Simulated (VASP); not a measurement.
# P (P2/m) in VASP: a series of runs

The runs below take P through single point, with PBE.

Program: VASP 6.6.1. These are calculated values, not measurements. Logs are shortened: lines on timing, memory, paths and dates and some standing lists are left out, and cuts for length are marked.

## 1. The structure

Symmetry: P2/m, No. 10, monoclinic system. Conventional cell: a = 2.425 Å, b = 2.439 Å, c = 4.852 Å, α = 90.00°, β = 90.24°, γ = 90.00°. Around P (site symmetry m) lie 6 P at 2.42 to 2.44 Å.

This isn't the form of P at room conditions, which is orthorhombic.

## 2. Single point, PBE

The input, INCAR:

```
PREC = Accurate
ENCUT = 650
EDIFF = 1E-6
ISMEAR = 0
SIGMA = 0.1
LREAL = False
LASPH = True
NELM = 100
ALGO = Normal
ISIF = 2
LWAVE = False
LCHARG = False
GGA = PE
ADDGRID = False
```

The input, KPOINTS:

```
regular mesh
0
Gamma
  12 12 6
```

The input, POSCAR:

```
P
1.0
    2.4246941115      0.0000000000      0.0000000000
    0.0000000000      2.4385351442      0.0000000000
   -0.0203144631      0.0000000000      4.8524328982
P
2
Direct
    0.0000000300      0.0000000000      0.7494253600
    0.9999999700      0.0000000000      0.2505746400
```

Potentials or basis: VASP PAW PBE potentials, release 64 (P).

The run is started by

```console
> cat potpaw_PBE.64/P/POTCAR > POTCAR
> mpirun -np 1 vasp_std > vasp.out
```

OUTCAR:

```text
PREC = Accurate
   ENCUT = 650
   EDIFF = 1E-6
   ISMEAR = 0
   LREAL = False
   LASPH = True
   NELM = 100
   ISIF = 2
   GGA = PE

 Found    266 irreducible k-points:

 Following reciprocal coordinates:
            Coordinates               Weight
  0.000000  0.000000  0.000000      1.000000
  0.083333  0.000000 -0.000000      2.000000
  0.166667  0.000000 -0.000000      2.000000
  0.250000  0.000000 -0.000000      2.000000
  0.333333  0.000000 -0.000000      2.000000
  0.416667  0.000000 -0.000000      2.000000
   k-points           NKPTS =    266   k-points in BZ     NKDIM =    266   number of bands    NBANDS=      9
   number of dos      NEDOS =    301   number of ions     NIONS =      2
   total plane-waves  NPLWV =  16000
   dimension x,y,z NGX =    20 NGY =   20 NGZ =   40
   dimension x,y,z NGXF=    40 NGYF=   40 NGZF=   80
   ions per type =               2
   NGX,Y,Z   is equivalent  to a cutoff of  13.71, 13.63, 13.70 a.u.
   NGXF,Y,Z  is equivalent  to a cutoff of  27.43, 27.27, 27.41 a.u.
 SYSTEM =  unknown system
   PREC   = accura    normal or accurate (medium, high low for compatibility)
   ISTART =      0    job   : 0-new  1-cont  2-samecut
   ICHARG =      2    charge: 1-file 2-atom 10-const
   ISPIN  =      1    spin polarized calculation?
   LNONCOLLINEAR =      F non collinear calculations
   LSORBIT =      F    spin-orbit coupling
   LASPH  =      T    aspherical Exc in radial PAW
   ENCUT  =  650.0 eV  47.77 Ry    6.91 a.u.   5.04  5.07 10.09*2*pi/ulx,y,z
   NELM   =    100;   NELMIN=  2; NELMDL= -5     # of ELM steps
   EDIFF  = 0.1E-05   stopping-criterion for ELM
   LREAL  =      F    real-space projection
   EDIFFG = 0.1E-04   stopping-criterion for IOM
   NSW    =      0    number of steps for IOM
   IBRION =     -1    ionic relax: 0-MD 1-quasi-New 2-CG
   NFREE  =      0    steps in history (QN), initial steepest desc. (CG)
   ISIF   =      2    stress and relaxation
   ISYM   =      2    0-nonsym 1-usesym 2-fastsym
   POTIM  = 0.5000    time-step for ionic-motion
   TEBEG  =    0.0;   TEEND  =   0.0 temperature during run
   PSTRESS=    0.0 pullay stress
   NELECT =      10.0000    total number of electrons
   NUPDOWN=      -1.0000    fix difference up-down
   EMIN   =  10.00;   EMAX   =-10.00  energy-range for DOS
   EFERMI =   0.00;   METHOD = LEGACY
   ISMEAR =     0;   SIGMA  =   0.10  broadening in eV -4-tet -1-fermi 0-gaus
   EFERMI_NEDOS =   21; number of points for ismear=-14 and -15
   IALGO  =     38    algorithm
   IMIX   =      4    mixing-type and parameters
     AMIX     =   0.40;   BMIX     =  1.00
     AMIX_MAG =   1.60;   BMIX_MAG =  1.00
  volume/ion in A,a.u.               =      14.35        96.81
  Fermi-wavevector in a.u.,A,eV,Ry     =   1.152107  2.177167 18.059715  1.327352
  Thomas-Fermi vector in A             =   2.288761
   LORBIT       =      0    0 simple, 1 ext, 2 COOP (PROOUT), +10 PAW based schemes
   GGA     = PE    functional components
   LHFCALC =     F    Hartree Fock is set to
   AEXX    =    0.0000 exact exchange contribution
   IVDW    =     0    specifies the selected vdW correction
   LEPSILON=     F    determine dielectric tensor
   LRPA    =     F    only Hartree local field effects (RPA)
 non-spin polarized calculation
 Gauss-broadening in eV      SIGMA  =   0.10
  energy-cutoff  :      650.00
  volume of cell :       28.69
 maximum number of plane-waves:      1102
   NGX = 11   NGY = 11   NGZ = 21

 number of electron      10.0000001 magnetization

 Free energy of the ion-electron system (eV)
  ---------------------------------------------------
  ext. energy  EPLUGINS =         0.00000000
  ---------------------------------------------------
  free energy    TOTEN  =       -10.50952632 eV

  energy without entropy =      -10.50447885  energy(sigma->0) =      -10.50700258

 E-fermi :   9.9466     XC(G=0): -11.3479

 val. band max:        9.9354874521   @ k =  -0.2500   0.0000   0.1667
 cond. band min:       9.9557381570   @ k =   0.0833   0.4167   0.5000
 fundamental gap:      0.0202507049
 Fermi energy:         9.9465672964

 k-point     1 :       0.0000    0.0000    0.0000
  band No.  band energies     occupation
      1      -6.8018      2.00000
      2      -2.3759      2.00000
      3       1.0564      2.00000
      4      14.7985      0.00000
      5      15.0062      0.00000
      6      15.0478      0.00000
      7      16.6014      0.00000
      8      16.6678      0.00000
      9      17.7457      0.00000

 k-point     2 :       0.0833    0.0000   -0.0000
  band No.  band energies     occupation
      1      -6.6406      2.00000
      2      -2.2138      2.00000
      3       1.2024      2.00000
      4      12.6112      0.00000
      5      14.9261      0.00000
      6      15.1407      0.00000
      7      15.7933      0.00000
      8      16.7434      0.00000
      9      17.8234      0.00000

 k-point     3 :       0.1667    0.0000   -0.0000
  band No.  band energies     occupation
      1      -6.1600      2.00000
      2      -1.7300      2.00000
      3       1.6340      2.00000
      4       9.6017      2.00000
      5      13.0535      0.00000
      6      15.3016      0.00000
      7      15.5154      0.00000
      8      17.1173      0.00000
      9      18.1755      0.00000

 k-point     4 :       0.2500    0.0000   -0.0000
  band No.  band energies     occupation
      1      -5.3725      2.00000
      2      -0.9321      2.00000
      3       2.3261      2.00000
      4       6.7641      2.00000
      5      10.3932      0.00000
      6      15.8985      0.00000
      7      15.9067      0.00000
      8      16.1110      0.00000
      9      17.6939      0.00000

 k-point     5 :       0.3333    0.0000   -0.0000
  band No.  band energies     occupation
      1      -4.3122      2.00000
      2       0.1606      2.00000
      3       3.2115      2.00000
      4       4.2112      2.00000
      5       7.9303      2.00000
      6      13.3969      0.00000
      7      16.6484      0.00000
      8      16.8593      0.00000
      9      18.3778      0.00000

 k-point     6 :       0.4167    0.0000   -0.0000
  band No.  band energies     occupation
      1      -3.1020      2.00000
      2       1.4814      2.00000
      3       2.0964      2.00000
      4       4.1018      2.00000
      5       5.7749      2.00000
      6      11.5248      0.00000
      7      17.3764      0.00000
      8      17.5861      0.00000
      9      18.9832      0.00000

 [... further k-points ...]

------------------------ aborting loop because EDIFF is reached ----------------------------------------

  FORCE on cell =-STRESS in cart. coord.  units (eV):
  Direction    XX          YY          ZZ          XY          YZ          ZX
  --------------------------------------------------------------------------------------
  -------------------------------------------------------------------------------------
  Total        0.2539407      0.1863922      0.2554561      0.0000000      0.0000000      0.0517929
  in kB       14.1806899     10.4086143     14.2653127      0.0000000      0.0000000      2.8922471
  external PRESSURE =      12.9515390 kB  Pullay stress =       0.0000000 kB

 VOLUME and BASIS-vectors are now :
 -----------------------------------------------------------------------------
  energy-cutoff  :      650.00
  volume of cell :       28.69
      direct lattice vectors                 reciprocal lattice vectors
     2.424694112  0.000000000  0.000000000     0.412423157  0.000000000  0.001726589
     0.000000000  2.438535144  0.000000000     0.000000000  0.410082259  0.000000000
    -0.020314463  0.000000000  4.852432898     0.000000000  0.000000000  0.206082190

 POSITION                                       TOTAL-FORCE (eV/Angst)
 -----------------------------------------------------------------------------------
     -0.01522      0.00000      3.63654         0.000233      0.000000     -0.004164
      2.41960      0.00000      1.21590        -0.000233      0.000000      0.004164
 -----------------------------------------------------------------------------------
    total drift:                                0.000000     -0.000000     -0.000000

  FREE ENERGIE OF THE ION-ELECTRON SYSTEM (eV)
  ---------------------------------------------------
  free  energy   TOTEN  =       -10.5095263153 eV

  energy  without entropy=      -10.5044788534  energy(sigma->0) =      -10.50700258
```

It took 70 s on 1 thread of Intel Xeon Platinum 8259CL at 2.50GHz (Skylake/Cascade Lake), shared host; peak memory 0.2 GiB.

These settings aren't checked as converged: the numbers below hold their error.

What came out:

| Quantity | Value |
| --- | --- |
| Free energy | -10.5095 eV |
| Pressure | 1.3 GPa |
| Largest force | 0.004 eV/Å |
| Band gap on the k mesh | none (metal or under the smearing width) |

(Part 1 of 2 ends here.)
